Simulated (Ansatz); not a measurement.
**Which of these structures of I lies lowest?**

Computed with DFT, PBE, all-electron LAPW, scalar-relativistic in Ansatz 0.2.0.

Each cell is taken as listed (from a database or a relaxation; residual pressures are under 0.6 GPa and forces under 0.08 eV/Å), on meshes of about 0.2 Å⁻¹ spacing; energies are extrapolated to zero smearing, with no zero-point or thermal terms. Other structures, the observed one among them, may be missing from this set and lie lower. No run is spin-polarised.

No spin–orbit coupling, which matters for the heavy atoms here.

(1) Order the structures by energy per atom, lowest first, and give the differences.
A.
```
I
1.0
    -2.07741    2.07741    2.07741
     2.07741   -2.07741    2.07741
     2.07741    2.07741   -2.07741
I
1
Direct
  0.00000 0.00000 0.00000
```
(bcc type, relaxed by us; 14×14×14 mesh on the primitive cell, smearing 0.03 eV, P = 0.0 GPa)
B.
```
I
1.0
     4.28268    0.00000    0.00000
    -2.14134    3.70891    0.00000
     0.00000    0.00000    4.88287
I
2
Direct
  0.33333 0.66667 0.25000
  0.66667 0.33333 0.75000
```
(hcp type, relaxed by us; 15×15×8 mesh on the primitive cell, smearing 0.05 eV, P = 0.0 GPa)
C.
Space group Fmmm (No. 69). a = 4.384 Å, b = 4.731 Å, c = 7.820 Å, α = 90.00°, β = 90.00°, γ = 90.00°
```json
{"atom": "I", "site": "4a", "symmetry": "mmm", "x": "0.0000", "y": "0.0000", "z": "0.0000"}
```
(MP-relaxed cell mp-1180981; 14×14×14 mesh on the primitive cell, smearing 0.03 eV, P = 0.5 GPa)
D.
```
I
1.0
     0.00000    2.60059    2.60059
     2.60059    0.00000    2.60059
     2.60059    2.60059    0.00000
I
1
Direct
  0.00000 0.00000 0.00000
```
(fcc type, relaxed by us; 14×14×14 mesh on the primitive cell, smearing 0.08 eV, P = 0.0 GPa)
E.
Space group I4/mmm (No. 139). a = 3.235 Å, b = 3.235 Å, c = 8.530 Å, α = 90.00°, β = 90.00°, γ = 90.00°
| atom | site | symmetry | x | y | z |
| --- | --- | --- | --- | --- | --- |
| I | 2a | 4/mmm | 0.0000 | 0.0000 | 0.0000 |
(MP-relaxed cell mp-601148; 18×18×18 mesh on the primitive cell, smearing 0.08 eV, P = 0.1 GPa)

Answers

(1) E (0 meV/atom), C (9 meV/atom), B (265 meV/atom), A (360 meV/atom), D (376 meV/atom).
